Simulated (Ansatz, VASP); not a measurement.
# W in VASP and in Ansatz

```
W
1.0
    -1.58234    1.58234    1.58234
     1.58234   -1.58234    1.58234
     1.58234    1.58234   -1.58234
W
1
Direct
  0.00000 0.00000 0.00000
```

Alike in both runs: task relaxation of cell and atoms; functional LDA; k mesh 12 × 12 × 12; occupations fermi-dirac, width 0.05 eV; no spin polarisation.

```csv
,VASP,Ansatz
version,VASP 6.6.1,Ansatz 0.2.0
potentials or method,"VASP PAW LDA potentials, release 64 (W_sv)",Ansatz PAW
plane-wave cutoff (eV),600,420
valence electrons in the cell,14,14
```

```tsv
	VASP	Ansatz	Ansatz less VASP
relaxed volume (Å³/atom)	15.49	15.40	-0.093
relaxed cell length with the largest relative difference (Å)	2.720	2.714	-0.0055
energy change over the relaxation (meV/atom)	-8	-13	-4.7
```

Caveats: the plane-wave basis is chosen anew once the cell has moved, so the energies of steps on either side of that aren't comparable (Ansatz); the PAW data sets come from PBE, with cores solved anew for the run's functional, which leaves a small shift of forces and pressure (Ansatz). The runs have no spin-orbit coupling, so splittings on W are missing. Zero-point motion and thermal expansion aren't in these numbers. LDA usually gives volumes a few per cent too small.
